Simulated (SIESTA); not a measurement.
Crystal: MoS2.

```
CELL_PARAMETERS angstrom
1.58000 0.91221 6.15000
-1.58000 0.91221 6.15000
0.00000 -1.82443 6.15000
ATOMIC_POSITIONS crystal
Mo 0.00000 0.00000 0.00000
S 0.41700 0.41700 0.41700
S 0.25000 0.25000 0.25000
```

Measurements of this composition are mostly on another form, of space group No. 194.

Base run:

```yaml
Program: SIESTA 5.4.2
Functional: vdW-DF-cx
Potentials_or_basis: PseudoDojo 0.4 standard (PBE files)
Basis: DZP (energy shift 0.003 Ry; two zetas on semicore shells)
Grid_cutoff: 800 Ry
Energy_shift: 0.003 Ry
k_mesh: 10 × 10 × 10
Occupations: fermi-dirac, width 0.05 eV
Spin: no spin polarisation
```

Its results: band gap on the k mesh 0.99 eV, indirect (least direct gap 1.99 eV); pressure 5.1 GPa; largest force 0.971 eV/Å.

The run is repeated on the same cell with these changes: functional from vdW-DF-cx to BLYP. What comes out?

Band gap on the k mesh 1.03 eV, indirect (least direct gap 1.97 eV); pressure 16.2 GPa; largest force 1.395 eV/Å.

Caveats: the potentials were made for another functional, which shifts forces and pressure; the basis of atomic orbitals isn't converged, which shifts pressures, moduli and gaps.

A k mesh can miss the band edges.
